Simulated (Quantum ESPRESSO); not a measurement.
# Si (Fd-3m) in Quantum ESPRESSO: notebook, part 3 of 4

Quantum ESPRESSO 7.5. The steps go on from the part before.

**4. Phonons, WC**

pw.in reads:

```
&CONTROL
  calculation = 'scf'
  prefix = 'pwscf'
  outdir = './tmp'
  pseudo_dir = './pseudo'
  tprnfor = .true.
  tstress = .true.
  disk_io = 'low'
/
&SYSTEM
  ibrav = 0
  nat = 2
  ntyp = 1
  ecutwfc = 45
  ecutrho = 360
  nbnd = 9
  input_dft = 'wc'
  occupations = 'smearing'
  smearing = 'fd'
  degauss = 0.00367493
/
&ELECTRONS
  conv_thr = 4d-10
  electron_maxstep = 120
  mixing_beta = 0.5
/
ATOMIC_SPECIES
Si    28.0850 si_pbe_v1.uspp.F.UPF
CELL_PARAMETERS bohr
   0.0000000000    5.1435532945    5.1435532945
   5.1435532945    0.0000000000    5.1435532945
   5.1435532945    5.1435532945    0.0000000000
ATOMIC_POSITIONS bohr
Si     5.1435532945    5.1435532945    5.1435532945
Si     7.7153299417    7.7153299417    7.7153299417
K_POINTS automatic
6 6 6 1 1 1
```

relax.in reads:

```
&CONTROL
  calculation = 'vc-relax'
  prefix = 'pwscf'
  outdir = './tmp'
  pseudo_dir = './pseudo'
  tprnfor = .true.
  tstress = .true.
  disk_io = 'low'
  nstep = 40
  forc_conv_thr = 0.0001
  etot_conv_thr = 1d-06
/
&SYSTEM
  ibrav = 0
  nat = 2
  ntyp = 1
  ecutwfc = 45
  ecutrho = 360
  nbnd = 9
  input_dft = 'wc'
  occupations = 'smearing'
  smearing = 'fd'
  degauss = 0.00367493
/
&ELECTRONS
  conv_thr = 4d-10
  electron_maxstep = 120
  mixing_beta = 0.5
/
&IONS
  ion_dynamics = 'bfgs'
/
&CELL
  cell_dynamics = 'bfgs'
  press = 0
  press_conv_thr = 0.2
/
ATOMIC_SPECIES
Si    28.0850 si_pbe_v1.uspp.F.UPF
CELL_PARAMETERS bohr
   0.0000000000    5.1435532945    5.1435532945
   5.1435532945    0.0000000000    5.1435532945
   5.1435532945    5.1435532945    0.0000000000
ATOMIC_POSITIONS bohr
Si     5.1435532945    5.1435532945    5.1435532945
Si     7.7153299417    7.7153299417    7.7153299417
K_POINTS automatic
6 6 6 1 1 1
```

scf2.in reads:

```
&CONTROL
  calculation = 'scf'
  prefix = 'pwscf'
  outdir = './tmp'
  pseudo_dir = './pseudo'
  tprnfor = .true.
  tstress = .true.
  disk_io = 'low'
/
&SYSTEM
  ibrav = 0
  nat = 2
  ntyp = 1
  ecutwfc = 45
  ecutrho = 360
  nbnd = 9
  input_dft = 'wc'
  occupations = 'fixed'
/
&ELECTRONS
  conv_thr = 1d-13
  electron_maxstep = 120
  mixing_beta = 0.5
  startingpot = 'file'
  startingwfc = 'file'
/
ATOMIC_SPECIES
Si    28.0850 si_pbe_v1.uspp.F.UPF
CELL_PARAMETERS bohr
   0.0000000000    5.1401260619    5.1401260619
   5.1401260619    0.0000000000    5.1401260619
   5.1401260619    5.1401260619    0.0000000000
ATOMIC_POSITIONS bohr
Si     5.1401260619    5.1401260619    5.1401260619
Si     7.7101890928    7.7101890928    7.7101890928
K_POINTS automatic
6 6 6 1 1 1
```

ph.in reads:

```
phonons of Si
&INPUTPH
  prefix = 'pwscf'
  outdir = './tmp'
  tr2_ph = 1d-18
  fildyn = 'dyn'
  niter_ph = 90
  alpha_mix(1) = 0.7
  epsil = .true.
/
0.0000000000 0.0000000000 0.0000000000
```

dynmat.in reads:

```
&INPUT
  fildyn = 'dyn'
  asr = 'crystal'
  lperm = .true.
  filout = 'dynmat.disp'
  fileig = 'dynmat.eig'
/
```

dynmat_lo.in reads:

```
&INPUT
  fildyn = 'dyn'
  asr = 'crystal'
  filout = 'dynmat_lo.disp'
  fileig = 'dynmat_lo.eig'
  q(1) = 0
  q(2) = 0
  q(3) = 1
/
```

Potentials or basis: GBRV 1.5 PBE.

Run with:

```sh
$ OMP_NUM_THREADS=1 pw.x -in pw.in > pw.out
$ OMP_NUM_THREADS=1 pw.x -in relax.in > relax.out
$ OMP_NUM_THREADS=1 pw.x -in scf2.in > scf2.out
$ OMP_NUM_THREADS=1 ph.x -in ph.in > ph.out
$ OMP_NUM_THREADS=1 dynmat.x -in dynmat.in > dynmat.out
$ OMP_NUM_THREADS=1 dynmat.x -in dynmat_lo.in > dynmat_lo.out
```

pw.out:

```text
This program is part of the open-source Quantum ESPRESSO suite
     for quantum simulation of materials; please cite
         "P. Giannozzi et al., J. Phys.:Condens. Matter 21 395502 (2009);
         "P. Giannozzi et al., J. Phys.:Condens. Matter 29 465901 (2017);
         "P. Giannozzi et al., J. Chem. Phys. 152 154105 (2020);
     in publications or presentations arising from this work. More details at

     IMPORTANT: XC functional enforced from input :
     Exchange-correlation= WC
                           (   1   4  11   4   0   0   0)
     Any further DFT definition will be discarded
     Please, verify this is what you really want

     Message from routine setup:
     using ibrav=0 with symmetry is DISCOURAGED, use correct ibrav instead

     G-vector sticks info
     --------------------
     sticks:   dense  smooth     PW     G-vecs:    dense   smooth      PW
     Sum        1303     649    211                31283    11017    1989

     Using Slab Decomposition

     bravais-lattice index     =            0
     lattice parameter (alat)  =       7.2741  a.u.
     unit-cell volume          =     272.1571 (a.u.)^3
     number of atoms/cell      =            2
     number of atomic types    =            1
     number of electrons       =         8.00
     number of Kohn-Sham states=            9
     kinetic-energy cutoff     =      45.0000  Ry
     charge density cutoff     =     360.0000  Ry
     scf convergence threshold =      4.0E-10
     mixing beta               =       0.5000
     number of iterations used =            8  plain     mixing
     Exchange-correlation= WC
                           (   1   4  11   4   0   0   0)

     celldm(1)=   7.274083  celldm(2)=   0.000000  celldm(3)=   0.000000
     celldm(4)=   0.000000  celldm(5)=   0.000000  celldm(6)=   0.000000

     crystal axes: (cart. coord. in units of alat)
               a(1) = (   0.000000   0.707107   0.707107 )
               a(2) = (   0.707107   0.000000   0.707107 )
               a(3) = (   0.707107   0.707107   0.000000 )

     reciprocal axes: (cart. coord. in units 2 pi/alat)
               b(1) = ( -0.707107  0.707107  0.707107 )
               b(2) = (  0.707107 -0.707107  0.707107 )
               b(3) = (  0.707107  0.707107 -0.707107 )

     PseudoPot. # 1 for Si read from file:
     si_pbe_v1.uspp.F.UPF
     Pseudo is Ultrasoft + core correction, Zval =  4.0
     Generated by new atomic code, or converted to UPF format
     Using radial grid of  899 points,  6 beta functions with:
                l(1) =   0
                l(2) =   0
                l(3) =   1
                l(4) =   1
                l(5) =   2
                l(6) =   2
     Q(r) pseudized with  8 coefficients,  rinner =    0.900   0.900   0.900
                                                       0.900   0.900

     atomic species   valence    mass     pseudopotential
     Si                4.00    28.08500     Si( 1.00)

     48 Sym. Ops., with inversion, found (24 have fractional translation)

   Cartesian axes

     site n.     atom                  positions (alat units)
         1        Si     tau(   1) = (   0.7071068   0.7071068   0.7071068  )
         2        Si     tau(   2) = (   1.0606602   1.0606602   1.0606602  )

     number of k points=    28  Fermi-Dirac smearing, width (Ry)=  0.0037
                       cart. coord. in units 2pi/alat
        k(    1) = (   0.0589256   0.0589256   0.0589256), wk =   0.0185185
        k(    2) = (   0.1767767   0.1767767  -0.0589256), wk =   0.0555556
        k(    3) = (   0.2946278   0.2946278  -0.1767767), wk =   0.0555556
        k(    4) = (  -0.2946278  -0.2946278   0.4124790), wk =   0.0555556
        k(    5) = (  -0.1767767  -0.1767767   0.2946278), wk =   0.0555556
        k(    6) = (  -0.0589256  -0.0589256   0.1767767), wk =   0.0555556
[... 20 lines left out ...]
        k(   27) = (   0.2946278   0.2946278   0.2946278), wk =   0.0185185
        k(   28) = (  -0.2946278  -0.2946278   0.8838835), wk =   0.0555556

     Dense  grid:    31283 G-vectors     FFT dimensions: (  48,  48,  48)

     Smooth grid:    11017 G-vectors     FFT dimensions: (  32,  32,  32)

     Initial potential from superposition of free atoms

     starting charge       7.9987, renormalised to       8.0000
     Starting wfcs are    8 randomized atomic wfcs +    1 random wfcs

     Self-consistent Calculation

     iteration #  1     ecut=    45.00 Ry     beta= 0.50
     Davidson diagonalization with overlap
     ethr =  1.00E-02,  avg # of iterations =  5.4

     Threshold (ethr) on eigenvalues was too large:
     Diagonalizing with lowered threshold

     Davidson diagonalization with overlap
     ethr =  6.50E-04,  avg # of iterations =  1.9

     total energy              =     -19.14951957 Ry
     estimated scf accuracy    <       0.05359427 Ry

     iteration #  2     ecut=    45.00 Ry     beta= 0.50
     Davidson diagonalization with overlap
     ethr =  6.70E-04,  avg # of iterations =  1.0

     total energy              =     -19.14902868 Ry
     estimated scf accuracy    <       0.00846597 Ry

     iteration #  3     ecut=    45.00 Ry     beta= 0.50
     Davidson diagonalization with overlap
     ethr =  1.06E-04,  avg # of iterations =  2.4

     total energy              =     -19.14947705 Ry
     estimated scf accuracy    <       0.00015849 Ry
[... 12 lines left out ...]
     total energy              =     -19.14953818 Ry
     estimated scf accuracy    <       0.00000003 Ry

     iteration #  6     ecut=    45.00 Ry     beta= 0.50
     Davidson diagonalization with overlap
     ethr =  4.32E-10,  avg # of iterations =  2.2

     total energy              =     -19.14953818 Ry
     estimated scf accuracy    <          1.7E-09 Ry

     iteration #  7     ecut=    45.00 Ry     beta= 0.50
     Davidson diagonalization with overlap
     ethr =  2.14E-11,  avg # of iterations =  2.6

     End of self-consistent calculation

          k = 0.0589 0.0589 0.0589 (  1390 PWs)   bands (ev):

    -5.7827   5.2074   5.9329   5.9329   8.6253   8.8218   8.8218   9.9725
    13.5029

          k = 0.1768 0.1768-0.0589 (  1381 PWs)   bands (ev):

    -5.3056   3.1189   4.6826   5.7258   8.7124   9.2147   9.5576  11.7021
    12.4679

          k = 0.2946 0.2946-0.1768 (  1394 PWs)   bands (ev):

    -4.2104   0.3469   4.2189   5.0878   8.1895   9.5860   9.6114  13.4234
    13.5933

          k =-0.2946-0.2946 0.4125 (  1395 PWs)   bands (ev):

    -3.5068  -0.8038   4.2874   4.7047   8.0281   9.2830   9.7262  13.8114
    14.9932

          k =-0.1768-0.1768 0.2946 (  1388 PWs)   bands (ev):

    -4.6237   1.1965   4.7614   4.7885   8.2802   9.3236  10.1261  11.9530
    14.5974

          k =-0.0589-0.0589 0.1768 (  1398 PWs)   bands (ev):

    -5.5419   4.1343   5.2820   5.4683   8.3324   9.2437   9.7253  10.8675
    12.6300

          k = 0.2946 0.0589 0.0589 (  1376 PWs)   bands (ev):

    -5.0642   2.9367   4.5295   4.5493   7.7285   9.8774  10.7029  10.9453
    13.5635

          k = 0.4125 0.1768-0.0589 (  1389 PWs)   bands (ev):

    -4.1523   1.0964   3.1956   4.1584   8.1210   9.7297  10.5710  12.0427
    14.8639

          k =-0.1768-0.4125 0.5303 (  1390 PWs)   bands (ev):

    -3.0297  -0.6649   2.5896   3.9294   8.3631   9.9345  11.9083  12.2677
    14.2561

          k =-0.0589-0.2946 0.4125 (  1384 PWs)   bands (ev):

    -3.7561   0.4004   2.5443   4.4203   8.9794   9.6085  11.2805  11.7751
    14.0042

          k = 0.0589-0.1768 0.2946 (  1378 PWs)   bands (ev):

    -4.8383   2.0950   3.8984   5.0950   8.6268   9.5297  10.5884  10.8793
    13.3255

          k = 0.5303 0.0589 0.0589 (  1387 PWs)   bands (ev):

    -3.4404   0.2745   3.1666   3.5185   6.8714   7.8374  13.5889  13.6493
    17.0658

          k =-0.0589-0.5303 0.6482 (  1385 PWs)   bands (ev):

    -2.2411  -1.0654   2.3078   3.0999   7.4963   8.6279  13.1172  14.5922
    15.2696

          k = 0.0589-0.4125 0.5303 (  1388 PWs)   bands (ev):

    -2.6093  -0.7353   1.8172   3.6499   8.1242  11.0507  12.0420  12.7278
    13.4132

          k = 0.1768-0.2946 0.4125 (  1395 PWs)   bands (ev):

    -3.6421  -0.2959   3.5001   4.5218   8.5959   9.2075  10.5631  12.7422
    14.9896

          k =-0.6482 0.0589 0.0589 (  1382 PWs)   bands (ev):

    -2.3348  -1.0744   2.8955   3.3029   6.7473   7.3214  15.0760  15.1582
    16.8393

          k =-0.5303 0.1768-0.0589 (  1382 PWs)   bands (ev):

    -3.2705   0.0502   2.6335   3.4431   7.7148   8.9930  11.7667  13.5908
    16.2051

          k =-0.4125 0.0589 0.0589 (  1384 PWs)   bands (ev):

    -4.3586   1.6390   3.7149   3.9415   7.2053   8.7545  12.0590  12.2660
    15.3002

          k = 0.1768 0.1768 0.1768 (  1378 PWs)   bands (ev):

    -5.0756   2.1341   5.3189   5.3189   8.0044   9.5470   9.5470  12.8498
    13.2226

          k = 0.2946 0.2946 0.0589 (  1389 PWs)   bands (ev):

    -4.3952   1.2058   3.1570   5.1513   8.7836  10.0400  10.1680  12.0909
    12.3735

          k =-0.2946-0.2946 0.6482 (  1386 PWs)   bands (ev):

    -3.2119  -0.2337   2.0388   4.3596   8.0097  11.3527  11.4139  13.1402
    13.3118
[... 8 lines left out ...]
    -3.9699   0.3942   3.6294   4.2486   8.0016  10.2592  10.9265  11.0369
    15.7860

          k =-0.1768-0.4125 0.7660 (  1386 PWs)   bands (ev):

    -2.9651  -0.3418   2.1402   3.4349   9.2207   9.7617  10.7476  13.4998
    14.0814

          k =-0.0589-0.2946 0.6482 (  1391 PWs)   bands (ev):

    -2.1318  -1.0729   1.9719   2.7583   9.0132  10.2714  11.1105  12.4881
    15.2249

          k =-0.7660 0.1768 0.1768 (  1383 PWs)   bands (ev):

    -2.3424  -0.9824   1.8443   3.6790   7.2168  10.1508  13.1198  13.2904
    14.8856

          k = 0.2946 0.2946 0.2946 (  1392 PWs)   bands (ev):

    -3.8788  -0.4015   4.9322   4.9322   7.5613   9.4276   9.4276  13.6564
    15.2890

          k =-0.2946-0.2946 0.8839 (  1392 PWs)   bands (ev):

    -3.2712  -0.7006   3.0698   4.4877   8.1760  10.0569  10.4265  13.9471
    14.4937

     the Fermi energy is     6.3285 ev

!    total energy              =     -19.14953818 Ry
     estimated scf accuracy    <          2.1E-11 Ry
     smearing contrib. (-TS)   =      -0.00000095 Ry
     internal energy E=F+TS    =     -19.14953723 Ry

     The total energy is F=E-TS. E is the sum of the following terms:
     one-electron contribution =       5.06528730 Ry
     hartree contribution      =       1.10143776 Ry
     xc contribution           =      -8.55960327 Ry
     ewald contribution        =     -16.75665902 Ry

     convergence has been achieved in   7 iterations

     Forces acting on atoms (cartesian axes, Ry/au):

     atom    1 type  1   force =    -0.00000000    0.00000000   -0.00000000
     atom    2 type  1   force =     0.00000000   -0.00000000    0.00000000

     Total force =     0.000000     Total SCF correction =     0.000000

     Computing stress (Cartesian axis) and pressure

          total   stress  (Ry/bohr**3)                   (kbar)     P=       -1.86
  -0.00001262   0.00000000   0.00000000           -1.86        0.00        0.00
   0.00000000  -0.00001262  -0.00000000            0.00       -1.86       -0.00
   0.00000000   0.00000000  -0.00001262            0.00        0.00       -1.86

=------------------------------------------------------------------------------=
   JOB DONE.
=------------------------------------------------------------------------------=
```

It took 4.4 min on 1 thread of Intel Xeon at 2.50GHz (Skylake/Cascade Lake), shared host; peak memory 0.15 GiB.

Results:

```
Free energy                             : -260.5428 eV
Relaxed volume                          : 20.12 Å³/atom
Relaxed cell                            : a = 3.847 Å, b = 3.847 Å, c = 3.847 Å, α = 60.00°, β = 60.00°, γ = 60.00°
Space group after relaxing (to 0.05 Å)  : Fd-3m (No. 227)
Pressure after relaxing                 : 0.0 GPa
Electronic dielectric tensor (diagonal) : 13.48
Born charges (mean of the diagonal)     : Si -0.01 e
Highest phonon frequency at Γ           : 508 cm⁻¹
Static dielectric tensor (diagonal)     : 13.48
```

Final structure:
```cif
data_structure
_symmetry_space_group_name_H-M 'P 1'
_symmetry_Int_Tables_number 1
_cell_length_a 3.8467
_cell_length_b 3.8467
_cell_length_c 3.8467
_cell_angle_alpha 60.000
_cell_angle_beta 60.000
_cell_angle_gamma 60.000
_cell_volume 40.25
loop_
_atom_site_label
_atom_site_type_symbol
_atom_site_fract_x
_atom_site_fract_y
_atom_site_fract_z
_atom_site_occupancy
Si1 Si 0.50000 0.50000 0.50000 1
Si2 Si 0.75000 0.75000 0.75000 1
```

Levels at points of the mesh, in eV from the valence-band top:
```
           k point  band 1  band 2  band 3  band 4  band 5  band 6  band 7  band 8  band 9
(0.08, 0.08, 0.08)  -11.73   -0.73    0.00    0.00    2.70    2.89    2.89    4.06    7.57
```

Phonon frequencies in cm⁻¹ (negative: imaginary):
```csv
q point,frequencies
"(0.000, 0.000, 0.000)",1 1 1 508 508 508
```

Electronic dielectric tensor:
```
13.48  0.00  0.00
 0.00 13.48  0.00
 0.00  0.00 13.48
```

Born effective charge tensors (e):
atom 1, Si
```
-0.01  0.00  0.00
 0.00 -0.01  0.00
 0.00  0.00 -0.01
```
atom 2, Si
```
-0.01  0.00  0.00
 0.00 -0.01  0.00
 0.00  0.00 -0.01
```

Optical modes at Γ, degenerate ones joined, polar ones without the macroscopic field:
```tsv
cm⁻¹	components	symmetry	active in	IR intensity, summed ((D/Å)²/amu)
508	3	T2g	Raman	0.00
```

Static dielectric tensor, electrons and zone-centre modes:
```
13.48  0.00  0.00
 0.00 13.48  0.00
 0.00  0.00 13.48
```

Caveat: the mesh is thin for the dielectric tensor, Born charges and intensities, which usually come out too large; the potentials were made for another functional, which shifts forces and pressure.

(Continued in part 4 of 4.)
